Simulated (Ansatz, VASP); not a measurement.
# InSe: VASP beside Ansatz, part 2 of 2

Aim: how closely do two programs agree when they are given the same cell, functional and k mesh?

VASP 6.6.1 and Ansatz 0.2.0.

So far: Starting point; Ansatz: band structure, LDA; VASP: band structure, LDA.

### Step 4. Comparison

Known differences besides the potentials themselves: the two LDA forms differ slightly; the data sets hold 58 valence electrons in Ansatz (default PAW (the set named soft_2) files) and 38 in VASP; the cutoff is 420 eV in Ansatz and 400 eV in VASP; Ansatz makes its cores anew for this functional, VASP keeps those of its PBE data sets; VASP's log shows a relativistic correction to its local exchange, Ansatz's none. Total energies have different zeros and are not compared.

Compared:

```csv
quantity,Ansatz,VASP,difference
pressure (GPa),-1.22,-1.02,-0.20
gap over the path points (eV),0.171,0.180,-0.010
```

Forces (eV/Å; atoms numbered as in POSCAR):

```csv
atom,"Ansatz x, y, z","VASP x, y, z"
In1,"0.000, 0.000, 0.085","0.000, 0.000, 0.116"
In2,"0.000, 0.000, -0.082","0.000, 0.000, -0.113"
Se3,"0.000, 0.000, 0.125","0.000, 0.000, 0.081"
Se4,"0.000, 0.000, -0.128","0.000, 0.000, -0.084"
```

Levels at points of the path, from each program's valence-band top (eV; 4 filled, then empty):

```csv
k (reciprocal lattice),Ansatz,VASP
0.000 0.000 0.000,-1.34 -1.34 -1.21 -1.21 1.62 1.90 4.25,-1.36 -1.36 -1.22 -1.22 1.62 1.89 4.23
0.133 0.000 0.000,-1.72 -1.57 -1.40 -1.17 1.94 2.62 3.51,-1.74 -1.59 -1.41 -1.18 1.95 2.62 3.50
0.300 0.000 0.000,-2.10 -2.08 -1.91 -1.17 1.52 1.93 3.69,-2.12 -2.09 -1.93 -1.17 1.50 1.93 3.67
0.467 0.000 0.000,-2.45 -2.39 -2.23 -1.71 1.02 1.84 3.52,-2.46 -2.41 -2.25 -1.72 1.01 1.84 3.50
0.500 0.036 -0.036,-2.76 -2.49 -2.28 -1.66 1.20 1.98 3.58,-2.78 -2.51 -2.29 -1.67 1.19 1.98 3.56
0.500 0.096 -0.096,-3.46 -3.01 -2.20 -1.58 1.83 2.19 3.18,-3.49 -3.02 -2.21 -1.58 1.82 2.19 3.17
0.500 0.156 -0.156,-3.78 -2.76 -2.23 -1.71 1.68 2.25 3.10,-3.81 -2.77 -2.25 -1.72 1.66 2.26 3.09
0.778 0.500 0.222,-3.45 -2.57 -2.48 -1.86 1.60 2.40 3.54,-3.47 -2.58 -2.50 -1.86 1.58 2.41 3.53
0.671 0.500 0.329,-2.97 -2.62 -2.22 -0.83 2.27 2.55 3.93,-2.99 -2.64 -2.24 -0.84 2.28 2.54 3.92
0.564 0.500 0.436,-1.98 -1.58 -1.28 -0.08 1.02 2.54 3.65,-2.00 -1.59 -1.29 -0.08 1.03 2.53 3.63
```

The forces differ by 22 meV/Å r.m.s., which is 37.9 % of the r.m.s. force of 0.06 eV/Å (both taken over all components). Among the levels compared at these points, filled levels agree within 24 meV and empty ones within 23 meV.

### Step 5. Further runs

Further runs change the set-up of one program: Ansatz's method, potentials or start, or VASP's data sets, cutoff or form of LDA. The table gives Ansatz less VASP for each quantity, since a change that brings one quantity closer may part another.

```csv
run,r.m.s. force difference (meV/Å),pressure (GPa),gap over the path points (eV)
as above,22,-0.20,-0.0099
cores kept as stored,19,-0.17,-0.0079
Ansatz's all-electron LAPW method,21,-0.20,-0.0069
Ansatz's larger PAW set (cutoff 620 eV),21,-0.20,-0.0085
norm-conserving potentials (cutoff 1170 eV),23,-0.22,-0.016
```

### Step 6. VASP: band structure, PBEsol

The same path points are solved in both programs, so levels can be compared one by one.

The input, INCAR:

```
SYSTEM = InSe
PREC = Accurate
ENCUT = 400
EDIFF = 1E-06
NELM = 100
ISMEAR = 0
SIGMA = 0.02
LREAL = .FALSE.
ALGO = Normal
GGA = PS
NBANDS = 33
LORBIT = 11
LWAVE = .FALSE.
LCHARG = .FALSE.
KPAR = 8
```

The input, POSCAR:

```
InSe
1.0
    2.0000000000      1.1547005384      8.3166666667
   -2.0000000000      1.1547005384      8.3166666667
    0.0000000000     -2.3094010768      8.3166666667
In Se
2 2
Direct
    0.0000000000      0.0000000000      0.0000000000
    0.1122000000      0.1122000000      0.1122000000
    0.6155000000      0.6155000000      0.6155000000
    0.8300000000      0.8300000000      0.8300000000
```

The input, KPOINTS:

```
Automatic mesh
0
Gamma
4 4 4
0 0 0
```

The input, KPOINTS_OPT:

```
Line mode
16
Line-mode
Reciprocal
  0.00000000   0.00000000   0.00000000 GAMMA
  0.50000000   0.00000000   0.00000000 L

  0.50000000   0.00000000   0.00000000 L
  0.50000000   0.17951802  -0.17951802 B1

  0.82048198   0.50000000   0.17951802 B
  0.50000000   0.50000000   0.50000000 Z

  0.50000000   0.50000000   0.50000000 Z
  0.00000000   0.00000000   0.00000000 GAMMA

  0.00000000   0.00000000   0.00000000 GAMMA
  0.33975901   0.00000000  -0.33975901 X

  0.66024099   0.33975901   0.00000000 Q
  0.50000000   0.50000000   0.00000000 F

  0.50000000   0.50000000   0.00000000 F
  0.66024099   0.66024099   0.17951802 P1

  0.66024099   0.66024099   0.17951802 P1
  0.50000000   0.50000000   0.50000000 Z

  0.50000000   0.00000000   0.00000000 L
  0.82048198   0.33975901   0.33975901 P
```

Potentials, in the order of the species: In_d and Se (PBE family, release 64).

On the command line:

```
> mpirun -np 8 vasp_std
```

Numbers of over 12 decimals in the logs are rounded to 6 here.

Log:

```text
[banner, memory and clock lines left out]
running    8 mpi-ranks, on    1 nodes
[...]
[... a notice as in an earlier step ...]

 [... a notice as in an earlier step ...]

 LDA part: xc-table for (Slater+PW92), standard interpolation
 POSCAR, INCAR and KPOINTS ok, starting setup
[...]
entering main loop
       N       E                     dE             d eps       ncg     rms          rms(c)
DAV:   1     0.321638455027E+03    0.32164E+03   -0.14246E+04   866   0.106E+03
DAV:   2     0.223544191564E+02   -0.29928E+03   -0.28387E+03   883   0.312E+02
DAV:   3    -0.143515543601E+02   -0.36706E+02   -0.36094E+02  1060   0.119E+02
DAV:   4    -0.159219966905E+02   -0.15704E+01   -0.15669E+01  1036   0.259E+01
[...]
DAV:  12    -0.155118908387E+02    0.35063E-05   -0.12554E-05  1315   0.343E-02    0.135E-02
DAV:  13    -0.155118934860E+02   -0.26473E-05   -0.38803E-06   834   0.792E-03    0.548E-03
DAV:  14    -0.155118938453E+02   -0.35928E-06   -0.93647E-07   810   0.109E-02
   1 F= -.15511894E+02 E0= -.15511894E+02  d E =-.180314E-22
 Start KPOINTS_OPT (optional k-point list driver)
k-point batch [1-13\144]
       N       E                     dE             ncg
DAV:   1     0.151578028620E+04   -0.37176E+04      858
DAV:   2    -0.239805507777E+04   -0.39138E+04      866
DAV:   3    -0.289423718376E+04   -0.49618E+03     1056
DAV:   4    -0.291663993182E+04   -0.22403E+02     1011
DAV:   5    -0.291762952613E+04   -0.98959E+00     1340
DAV:   6    -0.291764255195E+04   -0.13026E-01     1052
DAV:   7    -0.291764313706E+04   -0.58511E-03     1308
DAV:   8    -0.291764314923E+04   -0.12164E-04     1100
DAV:   9    -0.291764314958E+04   -0.35435E-06      708
[...]
k-point batch [144-144\144]
       N       E                     dE             ncg
DAV:   1     0.120554871255E+05   -0.91434E+03       66
DAV:   2     0.117664326747E+05   -0.28905E+03       66
DAV:   3     0.117329358282E+05   -0.33497E+02       75
DAV:   4     0.117314780022E+05   -0.14578E+01       84
DAV:   5     0.117314108678E+05   -0.67134E-01      100
DAV:   6     0.117314093299E+05   -0.15379E-02       92
DAV:   7     0.117314092960E+05   -0.33859E-04       92
DAV:   8     0.117314092951E+05   -0.87662E-06       84
```

Parts of OUTCAR (step 6):

```text
  Total        0.6218383      0.6218383     -0.1570668      0.0000000     -0.0000000      0.0000000
  in kB        8.6454613      8.6454613     -2.1837104      0.0000000     -0.0000000      0.0000000
  external PRESSURE =       5.0357374 kB  Pullay stress =       0.0000000 kB

 POSITION                                       TOTAL-FORCE (eV/Angst)
 -----------------------------------------------------------------------------------
      0.00000      0.00000      0.00000         0.000000      0.000000      0.160346
      0.00000      0.00000      2.79939         0.000000      0.000000     -0.158310
      0.00000      0.00000     15.35673         0.000000     -0.000000     -0.037753
      0.00000      0.00000     20.70850         0.000000     -0.000000      0.035717
 -----------------------------------------------------------------------------------
    total drift:                                0.000000     -0.000000     -0.000141

  FREE ENERGIE OF THE ION-ELECTRON SYSTEM (eV)
  ---------------------------------------------------
  free  energy   TOTEN  =       -15.5118938453 eV

  energy  without entropy=      -15.5118938453  energy(sigma->0) =      -15.51189385

[... 2 parts as in an earlier step ...]

[... 1 further part left out ...]
[key lines of the parts left out:]
E-fermi :   4.3124
```

The run ends at a pressure of 0.50 GPa, with forces up to 0.16 eV/Å.

### Step 7. Ansatz: band structure, PBEsol

The same cell, functional, mesh and smearing now go to Ansatz, which takes its cutoff from its data sets.

The input, input.yaml:

```yaml
crystal:
  lattice:
    - [2.0, 1.1547005384, 8.3166666667]
    - [-2.0, 1.1547005384, 8.3166666667]
    - [0.0, -2.3094010768, 8.3166666667]
  atoms:
    - { symbol: In, position: [0.0, 0.0, 0.0] }
    - { symbol: In, position: [0.1122, 0.1122, 0.1122] }
    - { symbol: Se, position: [0.6155, 0.6155, 0.6155] }
    - { symbol: Se, position: [0.83, 0.83, 0.83] }
hamiltonian:
  xc: pbesol
  pseudopotentials: { kind: paw }
kpoints:
  mp_grid: { grid: [4, 4, 4] }
  band_path:
    path:
      - [0.0, 0.0, 0.0]
      - [0.13333, 0.0, 0.0]
      - [0.3, 0.0, 0.0]
      - [0.46667, 0.0, 0.0]
      - [0.5, 0.0359, -0.0359]
      - [0.5, 0.09574, -0.09574]
      - [0.5, 0.15558, -0.15558]
      - [0.77775, 0.5, 0.22225]
      - [0.67092, 0.5, 0.32908]
      - [0.5641, 0.5, 0.4359]
      - [0.5, 0.5, 0.5]
      - [0.46667, 0.46667, 0.46667]
      - [0.3, 0.3, 0.3]
      - [0.13333, 0.13333, 0.13333]
      - [0.0, 0.0, 0.0]
      - [0.11325, 0.0, -0.11325]
      - [0.20386, 0.0, -0.20386]
      - [0.31711, 0.0, -0.31711]
      - [0.62819, 0.37181, 0.0]
      - [0.57478, 0.42522, 0.0]
      - [0.52137, 0.47863, 0.0]
      - [0.52137, 0.52137, 0.02394]
      - [0.57478, 0.57478, 0.08378]
      - [0.62819, 0.62819, 0.14361]
      - [0.64956, 0.64956, 0.20088]
      - [0.59614, 0.59614, 0.30771]
      - [0.54273, 0.54273, 0.41454]
      - [0.5, 0.0, 0.0]
      - [0.60683, 0.11325, 0.11325]
      - [0.71365, 0.22651, 0.22651]
      - [0.82048, 0.33976, 0.33976]
    npoints: 1
scf:
  occupations: { method: gaussian, width: 0.02 }
  n_extra_bands: 8
output:
  forces: true
  stress: true
  eigenvalues: true
```

On the command line:

```
> ansatz run input.yaml --threads 2 --pin off --max-ram 4608MiB --backend cpu --events-out ev --progress --plain --runs-dir out
```

Log:

```text
[...]
Crystal: 4 atoms, lattice volume = 115.239 Å³
Basis set: ecut = 420 eV, 2283 PW (Γ), FFT grids on a1−a3, a2−a3, a3, exchange–correlation on 54×54×120 points (8 copies of the dense FFT grid, shifted against one another)
Bands: 37, of which v1, the nominal top of the filled ones, is band 29 counted from 1 (28 counted from 0)
Symmetry: 6 space group operations
[...]
k-point 0: bands = [... 25 lower, 6.0300, 6.0300, 6.1629, 6.1629, 9.0801, 9.3601, 11.6795, 11.6795, ... 4 higher]
  k-point 1: bands = [... 25 lower, 5.3579, 5.4269, 5.6175, 6.3139, 9.2732, 9.4926, 11.2927, 11.5329, ... 4 higher]
  k-point 2: bands = [... 25 lower, 4.8942, 4.9756, 5.1357, 5.6649, 8.4277, 9.2959, 10.9380, 11.2853, ... 4 higher]
  k-point 12: bands = [... 25 lower, 5.9598, 6.2415, 6.2415, 7.3846, 7.6765, 9.4381, 11.5804, 11.5804, ... 4 higher]
[key lines of the parts left out:]
SCF converged after 6 iterations
Free energy (F): -21901.078958 eV
Fermi energy:    7.530534 eV
P = ⅓ Tr σ = 0.4615 GPa (4.615 kbar)
```

Run time: 10 s. Hardware: 2 threads of Arm Neoverse N1, shared host; peak memory 0.36 GiB; 20 s of CPU time.

### Step 8. Comparison

What differs besides the data sets and the points named for the pairs above, as far as they apply: VASP leaves aspherical gradient terms in its spheres out (LASPH is not set), Ansatz keeps them. Total energies have different zeros and are not compared.

Both answers:

```
                     quantity  Ansatz   VASP  difference
               pressure (GPa)    0.46   0.50       -0.04
gap over the path points (eV)   0.292  0.276      +0.016
```

Forces (eV/Å; atoms numbered as in POSCAR):

```csv
atom,"Ansatz x, y, z","VASP x, y, z"
In1,"0.000, 0.000, 0.142","0.000, 0.000, 0.160"
In2,"0.000, 0.000, -0.140","0.000, 0.000, -0.158"
Se3,"0.000, 0.000, -0.016","0.000, 0.000, -0.038"
Se4,"0.000, 0.000, 0.014","0.000, 0.000, 0.036"
```

Levels at points of the path, from each program's valence-band top (eV; 4 filled, then empty):

```csv
k (reciprocal lattice),Ansatz,VASP
0.000 0.000 0.000,-1.35 -1.35 -1.22 -1.22 1.70 1.98 4.29,-1.36 -1.36 -1.23 -1.23 1.68 1.96 4.28
0.133 0.000 0.000,-1.73 -1.58 -1.41 -1.16 2.02 2.69 3.55,-1.74 -1.59 -1.42 -1.17 2.01 2.68 3.54
0.300 0.000 0.000,-2.11 -2.09 -1.92 -1.16 1.56 2.01 3.72,-2.12 -2.09 -1.93 -1.16 1.54 2.00 3.71
0.467 0.000 0.000,-2.44 -2.40 -2.24 -1.70 1.06 1.91 3.55,-2.45 -2.41 -2.25 -1.71 1.04 1.90 3.54
0.500 0.036 -0.036,-2.76 -2.50 -2.28 -1.66 1.23 2.04 3.61,-2.77 -2.51 -2.29 -1.66 1.22 2.03 3.60
0.500 0.096 -0.096,-3.47 -3.02 -2.19 -1.57 1.85 2.25 3.21,-3.48 -3.02 -2.20 -1.58 1.84 2.25 3.20
0.500 0.156 -0.156,-3.79 -2.76 -2.23 -1.70 1.69 2.33 3.12,-3.80 -2.77 -2.24 -1.71 1.68 2.32 3.11
0.778 0.500 0.222,-3.46 -2.57 -2.50 -1.84 1.61 2.48 3.55,-3.47 -2.57 -2.50 -1.85 1.60 2.47 3.54
0.671 0.500 0.329,-2.98 -2.62 -2.23 -0.83 2.35 2.57 3.99,-2.98 -2.63 -2.24 -0.83 2.34 2.57 3.97
0.564 0.500 0.436,-1.99 -1.59 -1.29 -0.08 1.12 2.61 3.69,-2.00 -1.60 -1.30 -0.08 1.10 2.59 3.67
```

The forces differ by 12 meV/Å r.m.s., which is 17.4 % of the r.m.s. force of 0.07 eV/Å (both taken over all components). Among the levels compared at these points, filled levels agree within 13 meV and empty ones within 22 meV. Ansatz's pressure holds a Pulay correction of 0.03 GPa; VASP's holds none.

### Step 9. Ansatz: band structure, r2SCAN

The same path points are solved in both programs, so levels can be compared one by one.

Edit input.yaml of step 7 so:

```diff
@@ -11,3 +11,3 @@
 hamiltonian:
-  xc: pbesol
+  xc: r2scan
   pseudopotentials: { kind: paw }
@@ -56 +56,5 @@
   eigenvalues: true
+  write_density: true
+  write_potential: true
+  elf: true
+  volumetric_format: npy
```

Log:

```text
[...]
Crystal: 4 atoms, lattice volume = 115.239 Å³
Basis set: ecut = 500 eV, 2947 PW (Γ), FFT grids on a1−a2, a2, −a2+a3, exchange–correlation on 120×256×120 points (64 copies of the dense FFT grid, shifted against one another)
Bands: 37, of which v1, the nominal top of the filled ones, is band 29 counted from 1 (28 counted from 0)
Symmetry: 6 space group operations
[...]
k-point 0: bands = [... 25 lower, 5.8676, 5.8676, 5.9996, 5.9996, 9.4032, 9.8540, 11.9696, 11.9696, ... 4 higher]
  k-point 1: bands = [... 25 lower, 5.2185, 5.2604, 5.4498, 6.1994, 9.5778, 9.7996, 11.6964, 11.9465, ... 4 higher]
  k-point 2: bands = [... 25 lower, 4.7734, 4.8005, 4.9602, 5.5381, 8.6967, 9.5902, 11.2931, 11.6532, ... 4 higher]
  k-point 12: bands = [... 25 lower, 5.7957, 6.0794, 6.0794, 7.2987, 8.1124, 9.9053, 11.8729, 11.8729, ... 4 higher]
[key lines of the parts left out:]
SCF converged after 7 iterations
Free energy (F): -22182.516963 eV
Fermi energy:    7.705532 eV
P = ⅓ Tr σ = 1.4307 GPa (14.307 kbar)
```

It took 30 s on 2 threads; peak memory 0.59 GiB.

### Step 10. VASP: band structure, r2SCAN

The same cell, functional, mesh and smearing now go to VASP, with its own data sets and cutoff.

Edit INCAR of step 6 so:

```diff
@@ -9,3 +9,4 @@
 ALGO = Normal
-GGA = PS
+METAGGA = R2SCAN
+LASPH = .TRUE.
 NBANDS = 33
```

POSCAR is that of step 6.

KPOINTS is that of step 6.

KPOINTS_OPT is that of step 6.

On the command line:

```
> mpirun -np 8 vasp_std
```

Log:

```text
[banner, memory and clock lines left out]
running    8 mpi-ranks, on    1 nodes
[...]
[... a notice as in an earlier step ...]

 [... a notice as in an earlier step ...]

 LDA part: xc-table for (None), standard interpolation
 POSCAR, INCAR and KPOINTS ok, starting setup
[...]
entering main loop
       N       E                     dE             d eps       ncg     rms          rms(c)
DAV:   1     0.263747992722E+03    0.26375E+03   -0.14564E+04   866   0.108E+03
DAV:   2    -0.439155289959E+02   -0.30766E+03   -0.29175E+03   891   0.319E+02
DAV:   3    -0.819834245326E+02   -0.38068E+02   -0.37431E+02  1044   0.122E+02
DAV:   4    -0.836377562917E+02   -0.16543E+01   -0.16507E+01  1036   0.269E+01
[...]
DAV:  11    -0.763772583614E+02   -0.50927E-04   -0.15503E-04  1050   0.750E-02    0.552E-02
DAV:  12    -0.763772541872E+02    0.41742E-05   -0.25576E-05  1028   0.284E-02    0.148E-02
DAV:  13    -0.763772540641E+02    0.12304E-06   -0.33032E-06   972   0.110E-02
   1 F= -.76377254E+02 E0= -.76377254E+02  d E =-.213861E-12
 Start KPOINTS_OPT (optional k-point list driver)
k-point batch [1-13\144]
       N       E                     dE             ncg
DAV:   1     0.144117300514E+04   -0.37922E+04      858
DAV:   2    -0.259620204264E+04   -0.40374E+04      858
DAV:   3    -0.311682673539E+04   -0.52062E+03     1040
DAV:   4    -0.313976419589E+04   -0.22937E+02     1004
DAV:   5    -0.314090244755E+04   -0.11383E+01     1444
DAV:   6    -0.314091391209E+04   -0.11465E-01     1036
DAV:   7    -0.314091460008E+04   -0.68799E-03     1460
DAV:   8    -0.314091461045E+04   -0.10375E-04      988
DAV:   9    -0.314091461078E+04   -0.32736E-06      700
[...]
k-point batch [144-144\144]
       N       E                     dE             ncg
DAV:   1     0.120479383768E+05   -0.92189E+03       66
DAV:   2     0.117506176428E+05   -0.29732E+03       66
DAV:   3     0.117156818739E+05   -0.34936E+02       75
DAV:   4     0.117141843985E+05   -0.14975E+01       84
DAV:   5     0.117141078214E+05   -0.76577E-01      100
DAV:   6     0.117141059211E+05   -0.19003E-02      100
DAV:   7     0.117141058852E+05   -0.35863E-04      100
DAV:   8     0.117141058851E+05   -0.16391E-06       76
```

Parts of OUTCAR (step 10):

```text
  Total        1.2647264      1.2647264      0.5584337      0.0000000      0.0000000      0.0000000
  in kB       17.5835780     17.5835780      7.7639426      0.0000000      0.0000000      0.0000000
  external PRESSURE =      14.3103662 kB  Pullay stress =       0.0000000 kB

 POSITION                                       TOTAL-FORCE (eV/Angst)
 -----------------------------------------------------------------------------------
      0.00000      0.00000      0.00000         0.000000     -0.000000      0.088800
      0.00000      0.00000      2.79939         0.000000     -0.000000     -0.084202
      0.00000      0.00000     15.35673         0.000000     -0.000000      0.049163
      0.00000      0.00000     20.70850         0.000000      0.000000     -0.053761
 -----------------------------------------------------------------------------------
    total drift:                               -0.000000     -0.000000     -0.001479

  FREE ENERGIE OF THE ION-ELECTRON SYSTEM (eV)
  ---------------------------------------------------
  free  energy   TOTEN  =       -76.3772540641 eV

  energy  without entropy=      -76.3772540641  energy(sigma->0) =      -76.37725406

[... 2 parts as in an earlier step ...]

[... 1 further part left out ...]
[key lines of the parts left out:]
E-fermi :   4.1665
```

The run ends at a pressure of 1.43 GPa, with forces up to 0.089 eV/Å.

### Step 11. Differences

What differs besides the data sets and the points named for the pairs above, as far as they apply: VASP keeps PBE cores, Ansatz makes them for the functional; the cutoff is 500 eV in Ansatz and 400 eV in VASP. Total energies have different zeros and are not compared.

Both answers:

```
                     quantity  Ansatz   VASP  difference
               pressure (GPa)    1.43   1.43        0.00
gap over the path points (eV)   0.814  0.805      +0.008
```

Forces (eV/Å; atoms numbered as in POSCAR):

```
atom        Ansatz x, y, z          VASP x, y, z
 In1   0.000, 0.000, 0.080   0.000, 0.000, 0.089
 In2  0.000, 0.000, -0.075  0.000, 0.000, -0.084
 Se3   0.000, 0.000, 0.064   0.000, 0.000, 0.049
 Se4  0.000, 0.000, -0.069  0.000, 0.000, -0.054
```

Levels at points of the path, from each program's valence-band top (eV; 4 filled, then empty):

```csv
k (reciprocal lattice),Ansatz,VASP
0.000 0.000 0.000,-1.43 -1.43 -1.30 -1.30 2.10 2.56 4.67,-1.44 -1.44 -1.31 -1.31 2.10 2.54 4.66
0.133 0.000 0.000,-1.80 -1.66 -1.49 -1.18 2.42 3.22 3.97,-1.80 -1.67 -1.49 -1.19 2.41 3.21 3.96
0.300 0.000 0.000,-2.19 -2.13 -2.01 -1.19 1.94 2.40 4.20,-2.20 -2.14 -2.02 -1.19 1.93 2.40 4.19
0.467 0.000 0.000,-2.49 -2.48 -2.33 -1.74 1.41 2.29 3.99,-2.50 -2.48 -2.34 -1.74 1.41 2.29 3.99
0.500 0.036 -0.036,-2.83 -2.57 -2.34 -1.70 1.57 2.42 4.05,-2.83 -2.58 -2.34 -1.71 1.57 2.41 4.05
0.500 0.096 -0.096,-3.54 -3.09 -2.25 -1.63 2.14 2.61 3.60,-3.55 -3.10 -2.25 -1.63 2.14 2.61 3.60
0.500 0.156 -0.156,-3.87 -2.83 -2.30 -1.77 1.96 2.70 3.50,-3.88 -2.83 -2.30 -1.77 1.96 2.70 3.50
0.778 0.500 0.222,-3.53 -2.63 -2.56 -1.89 1.90 2.83 3.92,-3.54 -2.63 -2.57 -1.89 1.90 2.83 3.92
0.671 0.500 0.329,-3.04 -2.69 -2.30 -0.85 2.72 2.90 4.41,-3.05 -2.70 -2.31 -0.85 2.72 2.90 4.41
0.564 0.500 0.436,-2.04 -1.67 -1.37 -0.10 1.55 3.14 4.07,-2.05 -1.67 -1.37 -0.10 1.55 3.13 4.07
```

The forces differ by 7.1 meV/Å r.m.s., which is 17.2 % of the r.m.s. force of 0.04 eV/Å (both taken over all components). Among the levels compared at these points, filled levels agree within 9 meV and empty ones within 12 meV. Ansatz's pressure holds a Pulay correction of 0.01 GPa; VASP's holds none.

### Step 12. Outcome

| Property | Result |
| --- | --- |
| r.m.s. force difference (band structure, LDA) | 22 meV/Å |
| difference in gap over the path points (band structure, PBEsol) | 0.016 eV |
| r.m.s. force difference (band structure, PBEsol) | 12 meV/Å |
| difference in gap over the path points (band structure, r2SCAN) | 0.0082 eV |
| r.m.s. force difference (band structure, r2SCAN) | 7.1 meV/Å |

What this shows: The r.m.s. force difference is 22 meV/Å (band structure, LDA), beyond the 12 meV/Å picked in this series as the mark of a large difference. Band structure, LDA, Ansatz's all-electron LAPW method: the difference in gap over the path points goes from -0.0099 to -0.0069 eV. Band structure, LDA, norm-conserving potentials (cutoff 1170 eV): the difference in gap over the path points goes from -0.0099 to -0.016 eV. Such differences can come from data sets, numerical settings and the points named under the comparisons, not from the functional's error against experiment.

[Lines on the potential files, build, host, timing and source positions are cut from VASP's logs without a mark.]

[Logs are printed without paths, hosts, clocks, repeated set-up lines and the standing remarks that a program may print on its own settings, such as how far it seeks lower states.]

[Hosts, paths, dates, database ids (printed as entryN), source tags and the programs' standing remarks are cut or masked in the printed files.]
